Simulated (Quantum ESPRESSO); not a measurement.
Input of a Quantum ESPRESSO 7.5 run:

The input pw.in:

```
&CONTROL
  calculation = 'vc-relax'
  prefix = 'pwscf'
  outdir = './tmp'
  pseudo_dir = './pseudo'
  tprnfor = .true.
  tstress = .true.
  disk_io = 'low'
  nstep = 40
  forc_conv_thr = 0.0004
  etot_conv_thr = 1d-05
/
&SYSTEM
  ibrav = 0
  nat = 1
  ntyp = 1
  ecutwfc = 69
  nbnd = 16
  occupations = 'smearing'
  smearing = 'fd'
  degauss = 0.00367493
/
&ELECTRONS
  conv_thr = 2d-10
  electron_maxstep = 120
  mixing_beta = 0.5
/
&IONS
  ion_dynamics = 'bfgs'
/
&CELL
  cell_dynamics = 'bfgs'
  press = 200
  press_conv_thr = 0.3
/
ATOMIC_SPECIES
Ag   107.8682 Ag_ONCV_PBE-1.0.oncvpsp.upf
CELL_PARAMETERS angstrom
  -1.6556540000    1.6556540000    1.6556540000
   1.6556540000   -1.6556540000    1.6556540000
   1.6556540000    1.6556540000   -1.6556540000
ATOMIC_POSITIONS angstrom
Ag     0.0000000000    0.0000000000    0.0000000000
K_POINTS automatic
11 11 11 0 0 0
```

Potentials or basis: SSSP 1.3 efficiency PBE.

Run with:

```sh
$ OMP_NUM_THREADS=1 pw.x -in pw.in > pw.out
```

(1) Estimate the relaxed cell.

(2) What does it give for the space group after relaxing (to 0.05 Å)?

(3) Predict the relaxed volume.

Answers

(1) a = 2.721 Å, b = 2.721 Å, c = 2.721 Å, α = 109.47°, β = 109.47°, γ = 109.47°.

(2) Im-3m (No. 229).

(3) 15.50 Å³/atom.
